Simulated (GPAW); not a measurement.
Set up this calculation in GPAW 26.7.0, as an ASE script.

```
Task                : single point
Functional          : PBE
Potentials or basis : GPAW PAW data sets (gpaw-data 1.2.1)
Cutoff              : 600 eV
Basis               : pw
k mesh              : 8 × 8 × 5
Occupations         : fermi-dirac, width 0.05 eV
Spin                : no spin polarisation
Maxiter             : 75
```

Os:

```xyz
2
Lattice="2.7341 0.0000 0.0000 -1.3671 2.3678 0.0000 0.0000 0.0000 4.3197" Properties=species:S:1:pos:R:3 pbc="T T T"
Os    1.3671    0.7893    3.2398
Os    0.0000    1.5785    1.0799
```

These files were run (other wordings do the same):

run.py

```python
from ase.dft.bandgap import bandgap
from ase.io import write
from ase.spacegroup import crystal
from ase.units import GPa
from gpaw import GPAW, PW

# Os 2c
atoms = crystal(['Os'],
                basis=[[0.6666666667, 0.3333333333, 0.75]],
                spacegroup=194, setting=1,  # P6_3/mmc
                cellpar=[2.7341, 2.7341, 4.3197, 90.0, 90.0, 120.0],
                primitive_cell=True)

calc = GPAW(mode=PW(600),
            xc='PBE',
            kpts={'size': (8, 8, 5), 'gamma': True},
            occupations={'name': 'fermi-dirac', 'width': 0.05},
            nbands=27,
            convergence={'density': 1e-05, 'energy': 1e-05},
            maxiter=75,
            txt='gpaw.txt')
atoms.calc = calc
energy = atoms.get_potential_energy()
forces = atoms.get_forces()
stress = atoms.get_stress()
calc.write('gs.gpw')
write('result.traj', atoms)
print(f'Energy: {energy:.6f} eV')
print('Forces (eV/A):')
print(forces.round(4))
print('Stress (GPa):', (stress / GPa).round(3))
print('Fermi level:', round(calc.get_fermi_level(), 4), 'eV')
print(f'Gap: {bandgap(calc)[0]:.4f} eV, direct: {bandgap(calc, direct=True)[0]:.4f} eV')
```

Potentials or basis: GPAW PAW data sets (gpaw-data 1.2.1), pw.

Command:

```console
$ OMP_NUM_THREADS=1 python run.py
```

It gave:

```json
{
 "Pressure": "5.8 GPa",
 "Band gap on the k mesh": "none (metal or under the smearing width)"
}
```

It took 11 s on 1 thread of AMD EPYC 9R14 (Zen 4), on a shared host, peak memory 0.16 GiB.
